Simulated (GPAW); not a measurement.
# MoS2 (P-3m1) in GPAW: a series of runs

Runs on MoS2. Level: PBE. Tasks: single point.

All numbers are computed with GPAW 26.7.0; they aren't measurements. Logs are shortened: lines on timing, memory, paths and dates and some standing lists are left out, and cuts for length are marked. The log counts tension as positive stress, the text compression.

### Step 1. Starting point

The structure is trigonal, space group P-3m1 (No. 164). Conventional cell: a = 3.227 Å, b = 3.227 Å, c = 6.312 Å, α = 90.00°, β = 90.00°, γ = 120.00°. Mo (site symmetry -3m) is surrounded by 6 S at 2.42 Å. S (site symmetry 3m) has 3 Mo at 2.42 Å as nearest neighbours.

Measurements of this composition are mostly on another form, of space group No. 194.

### Step 2. Single point, PBE

Contents of run.py:

```python
from ase.dft.bandgap import bandgap
from ase.io import read, write
from ase.units import GPa
from gpaw import GPAW, PW

atoms = read('POSCAR')

calc = GPAW(mode=PW(600),
            xc='PBE',
            kpts={'size': (9, 9, 4), 'gamma': True},
            occupations={'name': 'methfessel-paxton', 'order': 0, 'width': 0.022},
            nbands=25,
            convergence={'density': 1e-05, 'energy': 1e-05},
            maxiter=150,
            txt='gpaw.txt')
atoms.calc = calc
energy = atoms.get_potential_energy()
forces = atoms.get_forces()
stress = atoms.get_stress()
calc.write('gs.gpw')
write('result.traj', atoms)
print(f'Energy: {energy:.6f} eV')
print('Forces (eV/A):')
print(forces.round(4))
print('Stress (GPa):', (stress / GPa).round(3))
print('Fermi level:', round(calc.get_fermi_level(), 4), 'eV')
print(f'Gap: {bandgap(calc)[0]:.4f} eV, direct: {bandgap(calc, direct=True)[0]:.4f} eV')
```

Contents of POSCAR:

```
MoS2
1.0
    3.2274645616      0.0000000000      0.0000000000
   -1.6137322808      2.7950663001      0.0000000000
    0.0000000000      0.0000000000      6.3124734200
Mo S
1 2
Direct
    0.0000000000      0.0000000000      0.5000000000
    0.6666666667      0.3333333333      0.7446806800
    0.3333333333      0.6666666667      0.2553193200
```

Potentials or basis: GPAW PAW data sets (gpaw-data 1.2.1), pw.

Launch:

```sh
OMP_NUM_THREADS=1 python run.py
```

gpaw.txt:

```text
__  _  _
 | _ |_)|_||  |
 |__||  | ||/\| - 26.7.0

Input parameters:
  mode=PW(ecut=600.0),
  convergence={'density': 1e-05, 'energy': 1e-05},
  kpts=MonkhorstPack(size=(9, 9, 4), gamma=True),
  maxiter=150,
  nbands=25,
  occupations=Occupations(name='methfessel-paxton', order=0, width=0.022),
  xc=XC(name='PBE')

Diagonalizing LCAO Hamiltonian
Converting LCAO to pw mode

            S

       Mo
         S

Atoms  # Å, Bohr magnetons
|   | symbol |         x |        y |        z |    initial magnetic moments |
|---|--------|-----------|----------|----------|-----------------------------|
| 0 |     Mo |  0.000000 | 0.000000 | 3.156237 | ( 0.0000,  0.0000,  0.0000) |
| 1 |      S |  1.613732 | 0.931689 | 4.700777 | ( 0.0000,  0.0000,  0.0000) |
| 2 |      S | -0.000000 | 1.863378 | 1.611696 | ( 0.0000,  0.0000,  0.0000) |

Unit cell  # Å
| periodic |         x |        y |        z |  lengths |     angles |
|----------|-----------|----------|----------|----------|------------|
|      yes |  3.227465 | 0.000000 | 0.000000 | 3.227465 |  90.000000 |
|      yes | -1.613732 | 2.795066 | 0.000000 | 3.227465 |  90.000000 |
|      yes |  0.000000 | 0.000000 | 6.312473 | 6.312473 | 120.000000 |

Number of symmetries: 12
Symmetry operations  # r_c * U_cc + t_c -> r_c
|    | kind |            matrix            |
|----|------|------------------------------|
|  0 |  σ   |  1, 1, 0,  0,-1, 0,  0, 0, 1 |
|  1 |  S6  |  1, 1, 0, -1, 0, 0,  0, 0,-1 |
|  2 |  E   |  1, 0, 0,  0, 1, 0,  0, 0, 1 |
|  3 |  C2  |  1, 0, 0, -1,-1, 0,  0, 0,-1 |
|  4 |  C2  |  0, 1, 0,  1, 0, 0,  0, 0,-1 |
|  5 |  C3  |  0, 1, 0, -1,-1, 0,  0, 0, 1 |
|  6 |  S6  |  0,-1, 0,  1, 1, 0,  0, 0,-1 |
|  7 |  σ   |  0,-1, 0, -1, 0, 0,  0, 0, 1 |
|  8 |  σ   | -1, 0, 0,  1, 1, 0,  0, 0, 1 |
|  9 |  i   | -1, 0, 0,  0,-1, 0,  0, 0,-1 |
| 10 |  C3  | -1,-1, 0,  1, 0, 0,  0, 0, 1 |
| 11 |  C2  | -1,-1, 0,  0, 1, 0,  0, 0,-1 |

BZ-sampling:
  Number of BZ points: 324
  Number of IBZ points: 43

  Monkhorst-Pack size: [9, 9, 4]
  Monkhorst-Pack shift: [0.0, 0.0, 0.125]

K-points  # in reciprocal-cell coordinates
|     |                                coordinates |     weight |
|-----|--------------------------------------------|------------|
|   0 | (  0.00000000,   0.00000000,   0.00000000) | 0.00308642 |
|   1 | (  0.00000000,   0.00000000,   0.25000000) | 0.00617284 |
|   2 | (  0.00000000,   0.00000000,   0.50000000) | 0.00308642 |
|   3 | (  0.11111111,   0.00000000,  -0.25000000) | 0.01851852 |
|   4 | (  0.11111111,   0.00000000,   0.00000000) | 0.01851852 |
|   5 | (  0.11111111,   0.00000000,   0.25000000) | 0.01851852 |
|   6 | (  0.11111111,   0.00000000,   0.50000000) | 0.01851852 |
|   7 | (  0.22222222,  -0.11111111,   0.00000000) | 0.01851852 |
|   8 | (  0.22222222,  -0.11111111,   0.25000000) | 0.03703704 |
|   9 | (  0.22222222,  -0.11111111,   0.50000000) | 0.01851852 |
| ... |                                            |            |
|  42 | (  0.44444444,   0.44444444,   0.50000000) | 0.01851852 |

Plane wave coefficients: 1934
Cutoff: 600.0 eV

Spin-components: 1 (collinear spins)
Bands:           25
Projectors:      16
Spin-degeneracy: 2
Datatype:        complex128

Parallelization:
  kpt:    1
  domain: 1
  band:   1

Density:
  Valence electrons: 26.0
  Components: 1
  Grid points: [20 20 36]
  Charge: 0.0  # |e|

Potential:
  Grid points: [20 20 36]

species:
  Mo:
    name:    Molybdenum
    Z:       42.0
    valence: 14
    core:    28
    charge:  0.0  # [|e|]
    compensation charges:
      type: gauss
      rc: 0.38  # [Å]
      lmax: 2
    cutoffs:
      filter: 2.16  # [Å]
      core: 1.42  # [Å]
    projectors
    | kind |    occ | energy [eV] | rcut [Å] |
    |------|--------|-------------|----------|
    |   4s |  2.000 |     -64.307 |    1.238 |
    |   5s |  1.000 |      -4.084 |    1.238 |
    |   4p |  6.000 |     -38.491 |    1.296 |
    |   5p |  0.000 |      -1.044 |    1.296 |
    |   4d |  5.000 |      -3.754 |    1.296 |
    |    d |        |      23.458 |    1.296 |

    Using partial waves for Mo as LCAO basis

  S:
    name:    Sulfur
    Z:       16.0
    valence: 6
    core:    10
    charge:  0.0  # [|e|]
    compensation charges:
      type: gauss
      rc: 0.24  # [Å]
      lmax: 2
    cutoffs:
      filter: 1.77  # [Å]
      core: 1.66  # [Å]
    projectors
    | kind |    occ | energy [eV] | rcut [Å] |
    |------|--------|-------------|----------|
    |   3s |  2.000 |     -17.254 |    0.974 |
    |   3p |  4.000 |      -7.008 |    0.979 |
    |    s |        |       9.957 |    0.974 |
    |    p |        |      20.203 |    0.979 |
    |    d |        |       0.000 |    0.900 |

    Using partial waves for S as LCAO basis

Reference energy: -131849.312427  # eV

eigensolver:
  PPCG
  Converge bands: occupied
  niter=2

density mixing:
  MSR1-Mixer
  Pratt-step length: 0.05
  Maximum mixing coefficient: 0.75
  Old densities: 10
  SVD Regularization: 0.005
  Good broyden scale: 1.0
  Trust region scale: 1.0
  Backstep threshold: 4.0
  History deletion threshold: 6.0
  Fourier metric: weight=20.0, sigma=0.015

occupation numbers:
  Methfessel-Paxton:
    width: 0.0220  # eV
    order: 0

poisson solver:
  ecut: 4800.0  # eV

xc functional:
  name: PBE with 2 nearest neighbor stencil

convergence criteria:
[... 6 lines left out ...]
|iter     | |      energy | eigst |  dens |
|---------|-|-------------|-------|-------|
|iter:   1| |  -23.120307 | +0.37 |       |
|iter:   2| |  -22.447095 | -1.50 | -0.96 |
|iter:   3| |  -21.314339 | -1.22 | -1.04 |
|iter:   4| |  -21.293328 | -2.40 | -1.51 |
|iter:   5| |  -21.290243 | -2.81 | -1.74 |
|iter:   6| |  -21.286017 | -3.67 | -2.06 |
|iter:   7| |  -21.285885 | -4.45 | -2.73 |
|iter:   8| |  -21.285859c| -5.70 | -3.30 |
|iter:   9| |  -21.285859c| -7.06 | -4.05 |
|iter:  10| |  -21.285859c| -7.67c| -4.66 |
|iter:  11| |  -21.285859c| -8.42c| -5.54c|

Converged in 11 steps
Energy contributions relative to reference atoms: (reference = -131849.312427)

Energy contributions:
  Kinetic:          -1.535897
  Coulomb:          -4.709746
  Zero:             -0.093974
  External:          0.000000
  Xc:              -14.945900
  Entropy:          -0.000683
  Spinorbit:         0.000000
  ----------------------------
  Free energy:     -21.286201
  Extrapolated:    -21.285859

dipole moment: (-6.037257, -10.456836, 0.000002)  # |e|*Ang

Fermi level: 7.531
Eigenvalues  # (at kpt = [0.000, 0.000, 0.000])
| band index |      eig [eV] | occ [0-2] |
|------------|---------------|-----------|
|          0 |       -54.288 |     2.000 |
|        ... |               |           |
|          7 |         3.555 |     2.000 |
|          8 |         3.555 |     2.000 |
|          9 |         5.721 |     2.000 |
|         10 |         6.502 |     2.000 |
|         11 |         6.600 |     2.000 |
|         12 |         6.600 |     2.000 |
[... 8 lines left out ...]
|         21 |        17.716 |     0.000 |
|         22 |        20.360 |     0.000 |
|        ... |               |           |
|         24 |        20.438 |     0.000 |

No gap
No difference between direct/indirect transitions

Forces  # eV/Ang
|        x |        y |        z |
|----------|----------|----------|
| -0.00000 |  0.00000 |  0.00000 |  # Mo   0
| -0.00000 | -0.00000 |  0.30094 |  # S    1
|  0.00000 | -0.00000 | -0.30094 |  # S    2

Stress tensor  # eV/Ang^3
|        x |         y |         z |
|----------|-----------|-----------|
| 0.000063 |  0.000000 |  0.000000 |
| 0.000000 |  0.000063 | -0.000000 |
| 0.000000 | -0.000000 | -0.018913 |

# Writing to gs.gpw (mode='')
```

It took 29 s on 1 thread of AMD EPYC 7R43 (Zen 3), shared host; peak memory 0.19 GiB.

What came out:

```
Free energy            : -21.2862 eV
Pressure               : 1.0 GPa
Largest force          : 0.301 eV/Å
Band gap on the k mesh : none (metal or under the smearing width)
```

Forces in eV/Å, atoms in the order of the input:
```
Mo   0.000  0.000  0.000
S    0.000  0.000  0.301
S    0.000  0.000 -0.301
```

Caveat: this functional lacks dispersion, which binds the layers, so the pressure and a relaxed spacing across them are unreliable.

### Step 3. Single point, PBE

run.py: that of step 2 with these lines changed.

```diff
@@ -2,6 +2,7 @@
 from ase.io import read, write
-from ase.units import GPa
+from ase.units import Bohr, GPa
 from gpaw import GPAW, PW
+from gpaw.elf import elf_from_dft_calculation
 
-atoms = read('POSCAR')
+atoms = read('MoS2.xyz')
 
@@ -10,3 +11,3 @@
             kpts={'size': (9, 9, 4), 'gamma': True},
-            occupations={'name': 'methfessel-paxton', 'order': 0, 'width': 0.022},
+            occupations={'name': 'methfessel-paxton', 'order': 0, 'width': 0.023},
             nbands=25,
@@ -27 +28,6 @@
 print(f'Gap: {bandgap(calc)[0]:.4f} eV, direct: {bandgap(calc, direct=True)[0]:.4f} eV')
+
+# fields on the real-space grid
+write('density.cube', atoms, data=calc.get_pseudo_density() * Bohr**3)
+write('potential.cube', atoms, data=calc.get_electrostatic_potential())
+write('elf.cube', atoms, data=elf_from_dft_calculation(calc).data)
```

Contents of MoS2.xyz:

```xyz
3
Lattice="3.2274645616 0.0000000000 0.0000000000 -1.6137322808 2.7950663001 0.0000000000 0.0000000000 0.0000000000 6.3124734200" Properties=species:S:1:pos:R:3 pbc="T T T"
Mo     0.0000000000      0.0000000000      3.1562367100
S      1.6137322810      0.9316887666      4.7007769989
S     -0.0000000002      1.8633775335      1.6116964211
```

Potentials or basis: GPAW PAW data sets (gpaw-data 1.2.1), pw.

Launch:

```sh
OMP_NUM_THREADS=1 python run.py
```

It took 30 s on 1 thread of AMD EPYC 7R43 (Zen 3), shared host; peak memory 0.19 GiB.

The run converged. Its results:

| Property | Result |
| --- | --- |
| Free energy | -21.2862 eV |
| Pressure | 1.0 GPa |
| Largest force | 0.301 eV/Å |
| Band gap on the k mesh | none (metal or under the smearing width) |

Forces in eV/Å, atoms in the order of the input:
```
Mo   0.000  0.000  0.000
S    0.000  0.000  0.301
S    0.000  0.000 -0.301
```

Stress tensor (GPa, compression positive):
```
-0.01  0.00  0.00
 0.00 -0.01  0.00
 0.00  0.00  3.03
```

Levels at points of the mesh, in eV from the Fermi level:
| k point | band 10 | band 11 | band 12 | band 13 | band 14 | band 15 | band 16 | band 17 |
| --- | --- | --- | --- | --- | --- | --- | --- | --- |
| (0.00, 0.00, 0.00) | -1.81 | -1.03 | -0.93 | -0.93 | -0.30 | -0.30 | 3.20 | 3.20 |
| (0.00, 0.00, 0.50) | -3.55 | -0.94 | -0.94 | -0.36 | -0.36 | -0.05 | 3.35 | 3.35 |

Caveat: this functional lacks dispersion, which binds the layers, so the pressure and a relaxed spacing across them are unreliable.

### Step 4. Single point, PBE

Contents of run.py:

```python
from ase.dft.bandgap import bandgap
from ase.io import read, write
from ase.units import GPa
from gpaw import GPAW, PW

atoms = read('MoS2.xyz')

calc = GPAW(mode=PW(600),
            xc='PBE',
            kpts={'size': (9, 9, 4), 'gamma': True},
            occupations={'name': 'methfessel-paxton', 'order': 0, 'width': 0.024},
            nbands=25,
            convergence={'density': 1e-05, 'energy': 1e-05},
            maxiter=150,
            txt='gpaw.txt')
atoms.calc = calc
energy = atoms.get_potential_energy()
forces = atoms.get_forces()
stress = atoms.get_stress()
calc.write('gs.gpw')
write('result.traj', atoms)
print(f'Energy: {energy:.6f} eV')
print('Forces (eV/A):')
print(forces.round(4))
print('Stress (GPa):', (stress / GPa).round(3))
print('Fermi level:', round(calc.get_fermi_level(), 4), 'eV')
print(f'Gap: {bandgap(calc)[0]:.4f} eV, direct: {bandgap(calc, direct=True)[0]:.4f} eV')
```

MoS2.xyz is that of step 3.

Launch:

```sh
OMP_NUM_THREADS=1 python run.py
```

Wall time 28 s (1 thread of AMD EPYC 7R43 (Zen 3), shared host); peak memory 0.2 GiB.

The run converged. Its results:

| Item | Value |
| --- | --- |
| Free energy | -21.2863 eV |
| Pressure | 1.0 GPa |
| Largest force | 0.300 eV/Å |
| Band gap on the k mesh | none (metal or under the smearing width) |

Forces on the atoms (eV/Å):
```
Mo   0.000  0.000  0.000
S    0.000  0.000  0.300
S    0.000  0.000 -0.300
```

Stress tensor (GPa, compression positive):
```
-0.01  0.00  0.00
 0.00 -0.01  0.00
 0.00  0.00  3.03
```

Levels at points of the mesh, in eV from the Fermi level:
| k point | band 11 | band 12 | band 13 | band 14 | band 15 | band 16 |
| --- | --- | --- | --- | --- | --- | --- |
| (0.00, 0.00, 0.00) | -1.03 | -0.93 | -0.93 | -0.30 | -0.30 | 3.20 |
| (0.00, 0.00, 0.50) | -0.94 | -0.94 | -0.36 | -0.36 | -0.05 | 3.35 |

Caveat: this functional lacks dispersion, which binds the layers, so the pressure and a relaxed spacing across them are unreliable.

### Step 5. The runs side by side

```tsv
smearing	gap on the mesh (eV)	pressure (GPa)	largest force (eV/Å)
gaussian 0.022 eV	none	1.0	0.30
gaussian 0.023 eV	none	1.0	0.30
gaussian 0.024 eV	none	1.0	0.30
```

Alike in all rows: task single point; level PBE; potentials or basis GPAW PAW data sets (gpaw-data 1.2.1), pw; no spin polarisation; cell as given; k mesh 9 × 9 × 4; cutoff (eV) 600.

Every run on the cell as given and a fine mesh finds a metal.

Caveats: this functional lacks dispersion, which binds the layers, so the pressure and a relaxed spacing across them are unreliable.

Absolute energies hang on the potentials; compare differences alone.
